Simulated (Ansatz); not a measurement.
Crystal: BAs.

```
CELL_PARAMETERS angstrom
0.00000 2.38850 2.38850
2.38850 0.00000 2.38850
2.38850 2.38850 0.00000
ATOMIC_POSITIONS crystal
As 0.75000 0.75000 0.75000
B 0.00000 0.00000 0.00000
```

| Property | Result |
| --- | --- |
| Program | Ansatz 0.2.0 |
| Task | relaxation of cell and atoms |
| Functional | BLYP |
| Potentials or basis | all-electron LAPW, scalar-relativistic |
| Basis error allowed | 0.001 eV/atom |
| k mesh | 10 × 10 × 10 |
| Occupations | fermi-dirac, width 0.05 eV |
| Spin | no spin polarisation |

At the start: volume 13.63 Å³/atom.

**Question.** How do energy, volume and symmetry change on relaxing?

**Answer.** Over 5 steps the energy falls by 19.4 meV/atom and the volume is 14.46 Å³/atom (+6.1 %); space group F-43m (No. 216, to 0.05 Å).

The path:
```csv
step,energy change (eV),largest force (eV/Å),volume (Å³)
1,0.0000,0.0000,27.25
2,-0.0352,0.0000,28.39
3,-0.0388,0.0000,28.87
4,-0.0388,0.0000,28.92
5,-0.0388,0.0000,28.92
```

Final structure:
```
As B
1.0
     0.00000    2.43620    2.43620
     2.43620    0.00000    2.43620
     2.43620    2.43620    0.00000
As B
1 1
Direct
  0.75000 0.75000 0.75000
  0.00000 0.00000 0.00000
```
